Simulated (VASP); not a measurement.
A run of VASP 6.6.1 is set up as follows.

File INCAR:

```
PREC = Accurate
ENCUT = 600
EDIFF = 1E-7
ISMEAR = 1
SIGMA = 0.1
LREAL = F
LASPH = T
NELM = 80
ALGO = Normal
ISIF = 4
LWAVE = F
LCHARG = F
GGA = PS
IBRION = 2
NSW = 40
EDIFFG = -0.01
```

Contents of KPOINTS:

```
Automatic mesh
0
Gamma
  15 15 9
```

File POSCAR:

```
Os                                      
1.0
    2.7820108333     -0.0000000000      0.0000000000
   -1.3910054166      2.4092920553     -0.0000000000
    0.0000000000     -0.0000000000      4.3986568322
  Os            
     2
Direct
     0.3333333332999970    0.6666666667000030    0.2500000000000000
     0.6666666667000030    0.3333333332999970    0.7500000000000000
```

Potentials or basis: VASP PAW PBE potentials, release 64 (Os).

Command:

```console
$ cat potpaw_PBE.64/Os/POTCAR > POTCAR
$ mpirun -np 1 vasp_std > vasp.out
```

Q: What does it give for the band gap on the k mesh?

A: None (metal or under the smearing width).

Q: Predict the energy gained by relaxing.

A: 0.1 meV/atom.

Step by step:
```tsv
step	energy change (eV)	largest force (eV/Å)	pressure (GPa)
1	0.0000	0.0000	-22.35
2	0.0002	0.0000	-22.24
3	-0.0002	0.0000	-22.31
```

Caveat: the PAW data sets were made with another functional, which shifts forces and pressure a little. Spin-orbit coupling is left out, which matters for the levels of Os.
